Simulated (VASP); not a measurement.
# SiC (Fm-3m) in VASP: further runs

The runs below take SiC through relaxation of the atoms, with PBE+D3(BJ).

Everything below comes from runs of VASP 6.6.1. Logs are shortened: lines on timing, memory, paths and dates and some standing lists are left out, and cuts for length are marked.

### Step 1. The crystal as given

Symmetry: Fm-3m, No. 225, cubic system. Conventional cell: a = 4.021 Å, b = 4.021 Å, c = 4.021 Å, α = 90.00°, β = 90.00°, γ = 90.00°. Around Si (site symmetry m-3m) lie 6 C at 2.01 Å. Around C (site symmetry m-3m) lie 6 Si at 2.01 Å.

The cell was built by a generator and needn't be a form met in nature.

### Step 2. Relaxation of the atoms, PBE+D3(BJ)

File INCAR:

```
SYSTEM = SiC
PREC = Accurate ; ENCUT = 600
EDIFF = 1E-7 ; ISMEAR = 0
SIGMA = 0.03 ; LREAL = .FALSE.
LASPH = .TRUE. ; NELM = 80
ALGO = Fast ; ISIF = 2
LWAVE = .FALSE. ; LCHARG = .FALSE.
GGA = PE ; IVDW = 12
IBRION = 2 ; NSW = 40
EDIFFG = -0.01
```

File KPOINTS:

```
Automatic mesh
0
G
  12 12 12
  0 0 0
```

File POSCAR:

```
SiC                                     
1.0
    0.0000000000      2.0104273647      2.0104273647
    2.0104273647      0.0000000000      2.0104273647
    2.0104273647      2.0104273647      0.0000000000
  Si              C             
     1     1
Direct
     0.0000000000000000    0.0000000000000000    0.0000000000000000
     0.5000000000000000    0.5000000000000000    0.5000000000000000
```

Potentials or basis: VASP PAW PBE potentials, release 64 (Si, C).

Launch:

```console
$ cat potpaw_PBE.64/Si/POTCAR potpaw_PBE.64/C/POTCAR > POTCAR
$ mpirun -np 1 vasp_std > vasp.out
```

OUTCAR:

```text
SYSTEM = SiC
   PREC = Accurate
   ENCUT = 600
   EDIFF = 1E-7
   ISMEAR = 0
   LREAL = .FALSE.
   LASPH = .TRUE.
   NELM = 80
   ISIF = 2
   GGA = PE
   IVDW = 12
   IBRION = 2
   NSW = 40
   EDIFFG = -0.01
 IVDW          = 12

 ion  position               nearest neighbor table
   1  0.000  0.000  0.000-   2 2.01   2 2.01   2 2.01   2 2.01   2 2.01   2 2.01
   2  0.500  0.500  0.500-   1 2.01   1 2.01   1 2.01   1 2.01   1 2.01   1 2.01

  LATTYP: Found a face centered cubic cell.
 ALAT       =     4.0208547294

  Lattice vectors:

 A1 = (   0.0000000000,   2.0104273647,   2.0104273647)
 A2 = (   2.0104273647,   0.0000000000,   2.0104273647)
 A3 = (   2.0104273647,   2.0104273647,   0.0000000000)

Analysis of symmetry for initial positions (statically):
=====================================================================
 Subroutine PRICEL returns:
 Original cell was already a primitive cell.

 Routine SETGRP: Setting up the symmetry group for a
 face centered cubic supercell.

 Subroutine GETGRP returns: Found 48 space group operations
 (whereof 48 operations were pure point group operations)
 out of a pool of 48 trial point group operations.

The static configuration has the point symmetry O_h .

Analysis of symmetry for dynamics (positions and initial velocities):
=====================================================================
 Subroutine PRICEL returns:
 Original cell was already a primitive cell.

 Routine SETGRP: Setting up the symmetry group for a
 face centered cubic supercell.

 Subroutine GETGRP returns: Found 48 space group operations
 (whereof 48 operations were pure point group operations)
 out of a pool of 48 trial point group operations.

The dynamic configuration has the point symmetry O_h .

 Subroutine INISYM returns: Found 48 space group operations
 (whereof 48 operations are pure point group operations),
 and found     1 'primitive' translations

----------------------------------------------------------------------------------------

                                     Primitive cell

  volume of cell :      16.2516

  direct lattice vectors                    reciprocal lattice vectors
     0.000000000  2.010427365  2.010427365    -0.248703340  0.248703340  0.248703340
     2.010427365  0.000000000  2.010427365     0.248703340 -0.248703340  0.248703340
     2.010427365  2.010427365  0.000000000     0.248703340  0.248703340 -0.248703340

  length of vectors
     2.843173645  2.843173645  2.843173645     0.430766821  0.430766821  0.430766821

  position of ions in fractional coordinates (direct lattice)
     0.000000000  0.000000000  0.000000000
     0.500000000  0.500000000  0.500000000

  ion indices of the primitive-cell ions
   primitive index   ion index
                 1           1
                 2           2

----------------------------------------------------------------------------------------

 KPOINTS: Automatic mesh

Automatic generation of k-mesh.
 Grid dimensions read from file:
 generate k-points for:   12   12   12

 Generating k-lattice:

  Cartesian coordinates                     Fractional coordinates (reciprocal lattice)
    -0.020725278  0.020725278  0.020725278     0.083333333  0.000000000  0.000000000
     0.020725278 -0.020725278  0.020725278     0.000000000  0.083333333  0.000000000
     0.020725278  0.020725278 -0.020725278     0.000000000  0.000000000  0.083333333

  Length of vectors
     0.035897235  0.035897235  0.035897235

  Shift w.r.t. Gamma in fractional coordinates (k-lattice)
     0.000000000  0.000000000  0.000000000

 Subroutine IBZKPT returns following result:
 ===========================================

 Found     72 irreducible k-points:

 Following reciprocal coordinates:
            Coordinates               Weight
  0.000000  0.000000  0.000000      1.000000
  0.083333  0.000000  0.000000      8.000000
  0.166667  0.000000  0.000000      8.000000
  0.250000  0.000000  0.000000      8.000000
  0.333333  0.000000  0.000000      8.000000
  0.416667  0.000000  0.000000      8.000000
[... 16 lines left out ...]
  0.500000  0.166667  0.000000     24.000000
 -0.416667  0.166667  0.000000     24.000000
 [... further k-points ...]
   k-points           NKPTS =     72   k-points in BZ     NKDIM =     72   number of bands    NBANDS=      8
   number of dos      NEDOS =    301   number of ions     NIONS =      2
   total plane-waves  NPLWV =  13824
   dimension x,y,z NGX =    24 NGY =   24 NGZ =   24
   dimension x,y,z NGXF=    48 NGYF=   48 NGZF=   48
   ions per type =               1   1
   NGX,Y,Z   is equivalent  to a cutoff of  14.03, 14.03, 14.03 a.u.
   NGXF,Y,Z  is equivalent  to a cutoff of  28.07, 28.07, 28.07 a.u.
 SYSTEM =  SiC
   PREC   = accura    normal or accurate (medium, high low for compatibility)
   ISTART =      0    job   : 0-new  1-cont  2-samecut
   ICHARG =      2    charge: 1-file 2-atom 10-const
   ISPIN  =      1    spin polarized calculation?
[... 75 lines left out ...]
  band No.  band energies     occupation
      1      -5.8190      2.00000
      2      11.7920      2.00000
      3      12.6093      1.99059
      4      12.6093      1.99059
      5      20.6908      0.00000
      6      21.6356      0.00000
      7      21.9536      0.00000
      8      21.9537      0.00000

 k-point     3 :       0.1667    0.0000    0.0000
  band No.  band energies     occupation
      1      -5.3071      2.00000
      2       9.6706      2.00000
      3      12.3453      2.00000
      4      12.3453      2.00000
      5      20.0676      0.00000
      6      21.5474      0.00000
      7      21.5475      0.00000
      8      22.6620      0.00000

 k-point     4 :       0.2500    0.0000    0.0000
  band No.  band energies     occupation
      1      -4.4613      2.00000
      2       7.1739      2.00000
      3      12.0490      2.00000
      4      12.0490      2.00000
      5      19.4439      0.00000
      6      20.1503      0.00000
      7      20.1503      0.00000
      8      23.5552      0.00000

 k-point     5 :       0.3333    0.0000    0.0000
  band No.  band energies     occupation
      1      -3.2977      2.00000
      2       4.6930      2.00000
      3      11.8085      2.00000
      4      11.8085      2.00000
      5      19.0253      0.00000
      6      19.0253      0.00000
      7      19.0376      0.00000
      8      23.1934      0.00000

 k-point     6 :       0.4167    0.0000    0.0000
  band No.  band energies     occupation
      1      -1.8688      2.00000
      2       2.4334      2.00000
      3      11.6611      2.00000
      4      11.6611      2.00000
      5      18.3200      0.00000
      6      18.3200      0.00000
      7      18.8264      0.00000
      8      22.7334      0.00000

 k-point     7 :       0.5000    0.0000    0.0000
  band No.  band energies     occupation
      1      -0.7322      2.00000
      2       1.0143      2.00000
      3      11.6125      2.00000
      4      11.6125      2.00000
      5      18.0799      0.00000
      6      18.0799      0.00000
      7      18.7634      0.00000
      8      22.5649      0.00000
[... 133 lines left out ...]
 k-point    20 :       0.2500    0.1667    0.0000
  band No.  band energies     occupation
      1      -4.4609      2.00000
      2       9.0479      2.00000
      3      10.6010      2.00000
      4      11.0757      2.00000
      5      17.0876      0.00000
      6      18.6429      0.00000
      7      22.9335      0.00000
      8      23.8146      0.00000

 k-point    21 :       0.3333    0.1667    0.0000
  band No.  band energies     occupation
      1      -3.5148      2.00000
      2       6.7301      2.00000
      3      10.2944      2.00000
      4      10.5527      2.00000
      5      16.2134      0.00000
      6      19.4520      0.00000
      7      22.5695      0.00000
      8      22.9545      0.00000

 k-point    22 :       0.4167    0.1667    0.0000
  band No.  band energies     occupation
      1      -2.2669      2.00000
      2       4.4093      2.00000
      3       9.8251      2.00000
      4      10.2257      2.00000
      5      15.8248      0.00000
      6      20.4830      0.00000
      7      21.3387      0.00000
      8      23.5064      0.00000

 k-point    23 :       0.5000    0.1667    0.0000
  band No.  band energies     occupation
      1      -0.8250      2.00000
      2       2.3551      2.00000
      3       9.1480      2.00000
      4      10.4023      2.00000
      5      15.8766      0.00000
      6      20.3563      0.00000
      7      20.9399      0.00000
      8      25.0649      0.00000

 k-point    24 :      -0.4167    0.1667    0.0000
  band No.  band energies     occupation
      1      -0.4106      2.00000
      2       1.8544      2.00000
      3       8.6510      2.00000
      4      10.8073      2.00000
      5      16.3223      0.00000
      6      19.6733      0.00000
      7      21.0421      0.00000
      8      25.7460      0.00000

 [... further k-points ...]

------------------------ aborting loop because EDIFF is reached ----------------------------------------

 Edisp (eV)   -0.76250

 E8    (eV) :    -0.2847

  FORCE on cell =-STRESS in cart. coord.  units (eV):
  Direction    XX          YY          ZZ          XY          YZ          ZX
  --------------------------------------------------------------------------------------
  -------------------------------------------------------------------------------------
  Total      -0.00091    -0.00091    -0.00091     0.00000     0.00000     0.00000
  in kB      -0.08942    -0.08942    -0.08942     0.00000     0.00000     0.00000
  external pressure =       -0.09 kB  Pullay stress =        0.00 kB

 VOLUME and BASIS-vectors are now :
 -----------------------------------------------------------------------------
  energy-cutoff  :      600.00
  volume of cell :       16.25
      direct lattice vectors                 reciprocal lattice vectors
     0.000000000  2.010427365  2.010427365    -0.248703340  0.248703340  0.248703340
     2.010427365  0.000000000  2.010427365     0.248703340 -0.248703340  0.248703340
     2.010427365  2.010427365  0.000000000     0.248703340  0.248703340 -0.248703340

 POSITION                                       TOTAL-FORCE (eV/Angst)
 -----------------------------------------------------------------------------------
      0.00000      0.00000      0.00000        -0.000000     -0.000000     -0.000000
      2.01043      2.01043      2.01043         0.000000      0.000000      0.000000
 -----------------------------------------------------------------------------------
    total drift:                               -0.000000     -0.000000      0.000000

  FREE ENERGIE OF THE ION-ELECTRON SYSTEM (eV)
  ---------------------------------------------------
  free  energy   TOTEN  =       -14.3303201418 eV

  energy  without entropy=      -14.3301248648  energy(sigma->0) =      -14.33022250

 reached required accuracy - stopping structural energy minimisation
```

Run time: 7.4 s. Hardware: 1 thread of Intel Xeon 6975P-C (Granite Rapids), shared host; peak memory 0.14 GiB.

What came out:

```yaml
Free_energy: -14.3303 eV
Pressure_after_relaxing: 0.0 GPa
Band_gap_on_the_k_mesh: none (metal or under the smearing width)
Dispersion_energy_per_atom: -0.381 eV
```

Final structure:
```yaml
crystal:
  lattice:
    - [0.00000, 2.01043, 2.01043]
    - [2.01043, 0.00000, 2.01043]
    - [2.01043, 2.01043, 0.00000]
  atoms:
    - { symbol: Si, position: [0.00000, 0.00000, 0.00000] }
    - { symbol: C, position: [0.50000, 0.50000, 0.50000] }
```

Levels at points of the mesh, in eV from the Fermi level:
| k point | band 2 | band 3 | band 4 | band 5 | band 6 | band 7 |
| --- | --- | --- | --- | --- | --- | --- |
| (0.00, 0.00, 0.00) | 0.05 | 0.05 | 0.05 | 7.90 | 9.01 | 9.01 |
| (0.50, 0.00, 0.00) | -11.65 | -1.05 | -1.05 | 5.42 | 5.42 | 6.10 |
| (0.50, 0.50, 0.00) | -9.94 | -4.33 | -4.33 | -0.74 | 2.50 | 15.19 |

Caveat: the relaxation stopped at its first step, so nothing moved; pairwise dispersion overbinds metals, which lowers pressure and volume.

### Step 3. Relaxation of the atoms, PBE+D3(BJ) (a relaxed cell with its volume scaled by 1.02)

INCAR is that of step 2.

KPOINTS is that of step 2.

File POSCAR:

```
SiC                                     
1.0
    0.0000000000      2.0237418412      2.0237418412
    2.0237418412      0.0000000000      2.0237418412
    2.0237418412      2.0237418412      0.0000000000
  Si              C             
     1     1
Direct
     0.0000000000000000    0.0000000000000000    0.0000000000000000
     0.5000000000000000    0.5000000000000000    0.5000000000000000
```

Potentials or basis: VASP PAW PBE potentials, release 64 (Si, C).

Launch:

```console
$ cat potpaw_PBE.64/Si/POTCAR potpaw_PBE.64/C/POTCAR > POTCAR
$ mpirun -np 1 vasp_std > vasp.out
```

Wall time 6.9 s (1 thread of Intel Xeon 6975P-C (Granite Rapids), shared host); peak memory 0.14 GiB.

It converged, with:

| Item | Value |
| --- | --- |
| Free energy | -14.3252 eV |
| Pressure after relaxing | -5.3 GPa |
| Band gap on the k mesh | none (metal or under the smearing width) |
| Dispersion energy per atom | -0.374 eV |

Final structure:
```
CELL_PARAMETERS angstrom
0.00000 2.02374 2.02374
2.02374 0.00000 2.02374
2.02374 2.02374 0.00000
ATOMIC_POSITIONS crystal
Si 0.00000 0.00000 0.00000
C 0.50000 0.50000 0.50000
```

Levels at points of the mesh, in eV from the Fermi level:
```
           k point  band 1  band 2  band 3  band 4  band 5  band 6  band 7  band 8
(0.00, 0.00, 0.00)  -18.44    0.04    0.04    0.04    7.52    8.98    8.98    8.98
(0.50, 0.00, 0.00)  -13.26  -11.51   -1.02   -1.02    5.30    5.30    5.95    9.65
(0.50, 0.50, 0.00)  -11.50   -9.78   -4.27   -4.27   -0.89    2.57   14.88   15.13
```

Caveat: the relaxation stopped at its first step, so nothing moved; pairwise dispersion overbinds metals, which lowers pressure and volume.

### Step 4. Relaxation of the atoms, PBE+D3(BJ) (a relaxed cell with its volume scaled by 1.04)

INCAR is that of step 3.

KPOINTS is that of step 3.

File POSCAR:

```
SiC                                     
1.0
    0.0000000000      2.0368833902      2.0368833902
    2.0368833902      0.0000000000      2.0368833902
    2.0368833902      2.0368833902      0.0000000000
  Si              C             
     1     1
Direct
     0.0000000000000000    0.0000000000000000    0.0000000000000000
     0.5000000000000000    0.5000000000000000    0.5000000000000000
```

Launch:

```console
$ cat potpaw_PBE.64/Si/POTCAR potpaw_PBE.64/C/POTCAR > POTCAR
$ mpirun -np 1 vasp_std > vasp.out
```

Wall time 8.1 s (1 thread of Intel Xeon 6975P-C (Granite Rapids), shared host); peak memory 0.15 GiB.

It converged, with:

* Free energy: -14.3099 eV
* Pressure after relaxing: -10.1 GPa
* Band gap on the k mesh: none (metal or under the smearing width)
* Dispersion energy per atom: -0.366 eV

Final structure:
```
Si C
1.0
     0.00000    2.03688    2.03688
     2.03688    0.00000    2.03688
     2.03688    2.03688    0.00000
Si C
1 1
Direct
  0.00000 0.00000 0.00000
  0.50000 0.50000 0.50000
```

Levels at points of the mesh, in eV from the Fermi level:
| k point | band 2 | band 3 | band 4 | band 5 | band 6 | band 7 |
| --- | --- | --- | --- | --- | --- | --- |
| (0.00, 0.00, 0.00) | 0.02 | 0.02 | 0.02 | 7.16 | 8.96 | 8.96 |
| (0.50, 0.00, 0.00) | -11.38 | -0.98 | -0.98 | 5.20 | 5.20 | 5.81 |
| (0.50, 0.50, 0.00) | -9.62 | -4.21 | -4.21 | -1.04 | 2.64 | 14.58 |

Caveat: the relaxation stopped at its first step, so nothing moved; pairwise dispersion overbinds metals, which lowers pressure and volume.

### Step 5. Relaxation of the atoms, PBE+D3(BJ) (a relaxed cell with its volume scaled by 1.06)

INCAR is that of step 4.

KPOINTS is that of step 4.

File POSCAR:

```
SiC                                     
1.0
    0.0000000000      2.0498575196      2.0498575196
    2.0498575196      0.0000000000      2.0498575196
    2.0498575196      2.0498575196      0.0000000000
  Si              C             
     1     1
Direct
     0.0000000000000000    0.0000000000000000    0.0000000000000000
     0.5000000000000000    0.5000000000000000    0.5000000000000000
```

Launch:

```console
$ cat potpaw_PBE.64/Si/POTCAR potpaw_PBE.64/C/POTCAR > POTCAR
$ mpirun -np 1 vasp_std > vasp.out
```

Wall time 7.4 s (1 thread of Intel Xeon 6975P-C (Granite Rapids), shared host); peak memory 0.14 GiB.

Results (log left out):

| Item | Value |
| --- | --- |
| Free energy | -14.2853 eV |
| Pressure after relaxing | -14.4 GPa |
| Band gap on the k mesh | none (metal or under the smearing width) |
| Dispersion energy per atom | -0.359 eV |

Final structure:
```
Si C
1.0
     0.00000    2.04986    2.04986
     2.04986    0.00000    2.04986
     2.04986    2.04986    0.00000
Si C
1 1
Direct
  0.00000 0.00000 0.00000
  0.50000 0.50000 0.50000
```

Levels at points of the mesh, in eV from the Fermi level:
```tsv
k point	band 1	band 2	band 3	band 4	band 5	band 6	band 7	band 8
(0.00, 0.00, 0.00)	-18.03	0.01	0.01	0.01	6.82	8.93	8.93	8.93
(0.50, 0.00, 0.00)	-13.00	-11.25	-0.95	-0.95	5.09	5.09	5.68	9.17
(0.50, 0.50, 0.00)	-11.34	-9.46	-4.15	-4.15	-1.18	2.70	14.30	14.59
```

Caveat: the relaxation stopped at its first step, so nothing moved; pairwise dispersion overbinds metals, which lowers pressure and volume.

### Step 6. Summary

| cell | gap on the mesh (eV) | pressure (GPa) |
| --- | --- | --- |
| atoms relaxed | none | 0.0 |
| atoms relaxed from: a relaxed cell with its volume scaled by 1.02 | none | -5.3 |
| atoms relaxed from: a relaxed cell with its volume scaled by 1.04 | none | -10.1 |
| atoms relaxed from: a relaxed cell with its volume scaled by 1.06 | none | -14.4 |

Alike in all rows: task relaxation of the atoms; level PBE+D3(BJ); potentials or basis VASP PAW PBE potentials, release 64 (Si, C); no spin polarisation; k mesh 12 × 12 × 12; cutoff (eV) 600; smearing gaussian 0.03 eV.

Caveats: the relaxation stopped at its first step, so nothing moved; pairwise dispersion overbinds metals, which lowers pressure and volume.

Absolute energies hang on the potentials; compare differences alone.
